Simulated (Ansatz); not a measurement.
# Si: response to strain

Aim: deform Si (equal xx and yy strain of +1 %) and compute stress, forces and field gradients with LAPW, PAW and all-electron datasets made for the crystal.

Computed with Ansatz 0.2.0 (DFT PBE, scalar-relativistic, unless a step's input says otherwise).

## 1. The starting structure

The structure is cubic, space group Fd-3m (No. 227). The conventional cell has a = 5.431 Å, b = 5.431 Å, c = 5.431 Å, α = 90.00°, β = 90.00°, γ = 90.00°. Si (site symmetry -43m) is surrounded by 4 Si at 2.35 Å.

As a file:

```cif
data_structure
_symmetry_space_group_name_H-M 'Fd-3m:1'
_symmetry_Int_Tables_number 227
_cell_length_a 5.4309
_cell_length_b 5.4309
_cell_length_c 5.4309
_cell_angle_alpha 90.000
_cell_angle_beta 90.000
_cell_angle_gamma 90.000
_cell_volume 160.19
loop_
_atom_site_label
_atom_site_type_symbol
_atom_site_symmetry_multiplicity
_atom_site_Wyckoff_symbol
_atom_site_fract_x
_atom_site_fract_y
_atom_site_fract_z
_atom_site_occupancy
Si1 Si 8 a 0.50000 0.00000 0.50000 1
```

The file gives the conventional cell by its symmetry; the runs use the cell typed in the input.

Atoms are numbered in the order of the input: Si1, Si2.

## 2. The deformed structure

Space group Fd-3m before, I4_1/amd after.

## 3. All-electron LAPW

File input.yaml:

```yaml
crystal:
  lattice:
    - [0.0, 2.7426247, 2.71547]
    - [2.7426247, 0.0, 2.71547]
    - [2.7426247, 2.7426247, 0.0]
  atoms:
    - { symbol: Si, position: [0.5, 0.5, 0.5] }
    - { symbol: Si, position: [0.75, 0.75, 0.75] }
kpoints:
  mp_grid: { grid: [11, 11, 11] }
  band_path:
    path:
      - [0.0, 0.0, 0.0]
      - [0.0, 0.5, 0.5]
      - [0.25, 0.75, 0.5]
      - [0.0, 0.5, 0.0]
      - [0.0, 0.0, 0.0]
      - [0.5, 0.5, 0.0]
      - [0.3775125, 0.6224875, 0.0]
      - [-0.3775125, 0.3775125, 0.0]
      - [0.0, 0.0, 0.0]
    npoints: 5
scf:
  occupations: { method: fermi_dirac, width: 0.08 }
hamiltonian:
  xc: pbe
  pseudopotentials: { kind: all_electron, lapw: { basis_error: 0.00025 } }
output:
  forces: true
  stress: true
  eigenvalues: true
```

Run with:

```bash
ansatz run input.yaml --threads 1 --pin off --max-ram 3072MiB --backend cpu --events-out ev --progress --plain --runs-dir out
```

## 4. PAW with frozen cores

File input.yaml:

```yaml
crystal:
  lattice:
    - [0.0, 2.7426247, 2.71547]
    - [2.7426247, 0.0, 2.71547]
    - [2.7426247, 2.7426247, 0.0]
  atoms:
    - { symbol: Si, position: [0.5, 0.5, 0.5] }
    - { symbol: Si, position: [0.75, 0.75, 0.75] }
kpoints:
  mp_grid: { grid: [11, 11, 11] }
scf:
  occupations: { method: fermi_dirac, width: 0.08 }
hamiltonian:
  xc: pbe
  pseudopotentials: { kind: paw }
output:
  forces: true
  stress: true
  eigenvalues: true
  efg: { contact_densities: true }
```

## 5. Datasets made for this crystal

input.yaml, as its differences from that of step 4:

```diff
@@ -14,3 +14,3 @@
   xc: pbe
-  pseudopotentials: { kind: paw }
+  pseudopotentials: { kind: all_electron, datasets: crystal }
 output:
```

(Steps that only read results are left out.)

What does the calculation give? Wanted: pressure; largest shear or deviatoric stress.

The runs gave:

| quantity | value |
| --- | --- |
| pressure | LAPW 0.12, PAW 0.15, crystal datasets 0.12 GPa |
| largest shear or deviatoric stress (LAPW) | 0.62 GPa |

**Reading.** The largest part of the stress beyond the pressure is 0.62 GPa in size, in the zz component; the atoms are carried along and not relaxed. No run of the undeformed cell stands beside it, so the pressure holds what the given cell had before the change. PAW: stress within 0.03 GPa of LAPW. Crystal datasets: stress within 0.01 GPa of LAPW.
